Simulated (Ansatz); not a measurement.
BeTe (zincblende): a single-point calculation in the PAW code Ansatz (r2SCAN+SOC). The cell was relaxed with r2SCAN and then strained (epitaxial +4.0 % in the plane normal to [111], free normal strain -1.43 %), with the atoms relaxed again with r2SCAN; k points keep the names of the unstrained zone.

The input:
```yaml
crystal:
  lattice:
    - [-0.102468279, 2.8393002915, 2.8393002915]
    - [2.8393002915, -0.102468279, 2.8393002915]
    - [2.8393002915, 2.8393002915, -0.102468279]
  atoms:
    - { symbol: Be, position: [-0.0016838925, -0.0016838925, -0.0016838925] }
    - { symbol: Te, position: [0.2516838925, 0.2516838925, 0.2516838925] }
kpoints:
  mp_grid: { grid: [8, 8, 8] }
  band_path:
    path:
      - [0.0, 0.0, 0.0]
      - [-0.5, -0.5, 0.0]
      - [-0.375, -0.375, 0.25]
      - [-0.375, 0.0, 0.375]
      - [0.0, 0.0, 0.5]
      - [-0.5, -0.25, 0.25]
      - [0.0, 0.5, 0.5]
    npoints: 1
hamiltonian:
  xc: r2scan
scf:
  occupations: { method: fixed }
  n_extra_bands: 8
magnetization:
  noncollinear: true
  spin_orbit: true
output:
  forces: true
  stress: true
  eigenvalues: true
  write_density: true
  write_potential: true
  elf: true
  volumetric_format: npy
```

Task: It took 7.9 s on 1 × NVIDIA H100 80GB HBM3 with 2 threads of AMD EPYC 7R13 Processor (Zen 3), on a shared host, load about 1.1 per core. What peak of host memory did it reach?

Result: About 1.2 GiB.

The output, standing remarks left out:
```
scf.n_extra_bands = 8 over 18 filled bands (N_el = 18.0): the run solves 26 bands
Pseudopotential: Be, paw_fr, valence charge 2, recommended cutoff 500 eV (meta_gga)
Pseudopotential: Te, paw_fr, valence charge 16, recommended cutoff 500 eV (meta_gga)
Functional definition: r2SCAN
Crystal: 2 atoms, lattice volume = 48.256 Å³
Basis set: ecut = 500 eV, 1229 PW (Γ)
Symmetry: 6 space group operations + 6 with time reversal
Magnetic group: BNS 160.66 (UNI 1296)
k-points: 65 of 512 (time reversal used)
preconditioner: auto → none  [insulator: Δε(μ)=2.026 eV  ℏωp=15.1 eV]
NSCF: frozen V_eff on 7 k-points
SCF converged after 7 iterations
Free energy (F): -7077.619851 eV
Fermi energy:    6.640041 eV
--- Per-component energies (eV) ---
  E_band       = -294.215007
  E_kinetic    = 197.837983
  E_local      = -1436.076501
  E_nonlocal   = -305.295939
  E_hartree    = 884.123055
  E_xc         = -132.889222
  E_vxc        = -132.086170
  E_paw        = -4737.043433
  E_vpaw       = -394.400515
  E_vtau       = 7.560219
  E_ewald      = -1548.561335
  E_core_change = 0.285576
--- Forces (eV/Å), atoms counted from 1 ---
  atom   1  Be    -0.00218    -0.00218    -0.00218
  atom   2  Te      0.00216      0.00216      0.00216
--- Stress (GPa, compression-positive) ---
       -3.219477       1.615595       1.615595
        1.615595      -3.219477       1.615595
        1.615595       1.615595      -3.219477
  P = ⅓ Tr σ = -3.2195 GPa (-32.195 kbar)
--- Band table (eV; the first three rows and the last of 65) ---
  k-point 0: bands = […, -6.0319, -6.0319, 5.5950, 5.5950, 6.4192, 6.4192, 6.6400, 6.6400, 9.8773, 9.8773, 10.1565, 10.1565, 10.1851, 10.1851, …]
  k-point 1: bands = […, -5.8966, -5.8963, 4.7752, 4.7959, 5.8563, 5.8797, 6.3689, 6.3772, 10.0635, 10.0834, 10.4673, 10.4775, 10.8634, 10.9617, …]
  k-point 2: bands = […, -5.5271, -5.5266, 2.9824, 2.9874, 5.4226, 5.4321, 5.9622, 5.9655, 9.9319, 9.9504, 11.0003, 11.0124, 11.3713, 11.4266, …]
  k-point 64: bands = […, -4.5970, -4.5970, 0.9690, 0.9690, 4.7048, 4.7048, 5.1842, 5.1842, 9.1645, 9.1645, 11.0864, 11.0864, 11.1361, 11.1361, …]
```

The rows of the band table are 0: (0, 0, 0) = Γ, 1: (0, 0, 1/8), 2: (0, 0, 1/4), 64: (-1/2, -1/2, -1/2) = L.

bands.tsv, columns around the gap (it counts bands from 0):
```tsv
# k_distance	band_8	band_9	band_10	band_11	band_12	band_13	band_14	band_15	band_16	band_17	band_18	band_19	band_20	band_21	band_22	band_23	band_24	band_25
# fermi_ev = 6.640041
# [0, 0, 0] at k_distance = 0.000000
# [-0.5, -0.5, 0] at k_distance = 1.087905
# [-0.375, -0.375, 0.25] at k_distance = 1.479474
# [-0.375, 0, 0.375] at k_distance = 2.141624
# [0, 0, 0.5] at k_distance = 2.803774
# [-0.5, -0.25, 0.25] at k_distance = 3.586911
# [0, 0.5, 0.5] at k_distance = 4.820804
# levels_relative_to = fermi_ev
0.000	-36.632	-36.632	-12.672	-12.672	-1.045	-1.045	-0.221	-0.221	0.000	0.000	3.237	3.237	3.516	3.516	3.545	3.545	4.340	4.340
1.088	-36.629	-36.629	-10.956	-10.956	-5.363	-5.363	-3.121	-3.121	-2.573	-2.573	2.033	2.033	2.784	2.784	9.354	9.354	9.784	9.784
1.479	-36.630	-36.629	-10.948	-10.948	-5.131	-4.906	-4.112	-3.805	-2.615	-2.592	2.564	2.584	5.618	5.742	7.620	7.758	7.910	7.928
2.142	-36.630	-36.630	-11.016	-11.016	-5.158	-4.932	-4.194	-3.893	-2.283	-2.262	2.990	3.014	4.817	4.940	7.444	7.641	8.470	8.717
2.804	-36.630	-36.630	-11.476	-11.476	-5.704	-5.704	-1.617	-1.617	-1.107	-1.107	3.061	3.061	4.577	4.577	4.909	4.909	8.150	8.150
3.587	-36.630	-36.630	-10.931	-10.931	-5.034	-4.725	-4.086	-3.633	-3.320	-3.254	4.974	5.085	5.331	5.373	5.961	6.003	6.141	6.310
4.821	-36.629	-36.629	-10.956	-10.956	-5.363	-5.363	-3.121	-3.121	-2.573	-2.573	2.033	2.033	2.784	2.784	9.354	9.354	9.784	9.784
```
In order the rows are Γ, X, U, K, L, W, X.

Planar averages along the third cell vector, from rho_z.tsv and v_z.tsv (valence density with its augmentation; electrostatic potential energy of an electron, of which only differences have a meaning):
```tsv
z (Å)	ρ (e/Å³)	v_es (eV)
0.00	0.227	1.06
0.27	0.366	0.55
0.54	0.666	2.76
0.80	1.001	5.87
1.07	1.083	7.21
1.34	0.819	6.40
1.61	0.446	5.23
1.87	0.224	5.63
2.01	0.176	6.52
2.28	0.123	8.58
2.54	0.092	9.52
2.81	0.078	9.53
3.08	0.080	8.81
3.35	0.096	7.23
3.62	0.131	4.88
3.88	0.188	2.22
```

The r2SCAN+SOC gap is indirect, 2.03 eV (Γ to X), below the direct gap of 3.24 eV at Γ. The mean pressure at these positions is -3.22 GPa, compression counted positive.

Calculated for a static, non-magnetic cell.
